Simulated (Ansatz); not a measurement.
Ta in Ansatz: the effect of functional

Crystal: Ta.

```
CELL_PARAMETERS angstrom
2.90037 0.00000 0.00000
-1.45019 2.51180 0.00000
0.00000 0.00000 5.16627
ATOMIC_POSITIONS crystal
Ta 0.33333 0.66667 0.25000
Ta 0.66667 0.33333 0.75000
```

This isn't the form of Ta at room conditions, which is bcc.

Alike in all runs:

```yaml
Program: Ansatz 0.2.0
Task: band structure
Potentials_or_basis: Ansatz PAW
k_mesh: 6 × 6 × 3
Occupations: fermi-dirac, width 0.05 eV
Spin: no spin polarisation
```

Q: One run gave: pressure -12.5 GPa. Which functional did it use?
A. PBEsol
B. LDA
C. r2SCAN
D. BLYP

A: B.

```tsv
functional	cutoff	pressure (GPa)
LDA	420 eV	-12.5
PBEsol	420 eV	-7.7
BLYP	420 eV	4.2
r2SCAN	500 eV	-3.9
```

Caveats: all runs use coarse meshes; the PAW data sets come from PBE, with cores solved anew for the run's functional, which leaves a small shift of forces and pressure; the potentials were made for another functional, which shifts forces and pressure (some runs).

Not every run made on this cell is shown here.
